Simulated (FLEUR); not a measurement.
The system is KBr.

```
Br K
1.0
     0.00000    3.30000    3.30000
     3.30000    0.00000    3.30000
     3.30000    3.30000    0.00000
Br K
1 1
Direct
  0.50000 0.50000 0.50000
  0.00000 0.00000 0.00000
```

Base run:

```yaml
Program: FLEUR MaX-R8.1 (later development tree)
Functional: Wu-Cohen GGA
Potentials_or_basis: all-electron
Basis: FLAPW
Kmax: 4.1 1/bohr
k_mesh: 7 × 7 × 7
Occupations: fermi-dirac, width 0.05 eV
Spin: no spin polarisation
```

Its results: band gap on the k mesh 4.34 eV, direct.

**Question.** The run is repeated on the same cell with these changes: functional from Wu-Cohen GGA to PBEsol. What comes out?

**Answer.** Band gap on the k mesh 4.28 eV, direct.
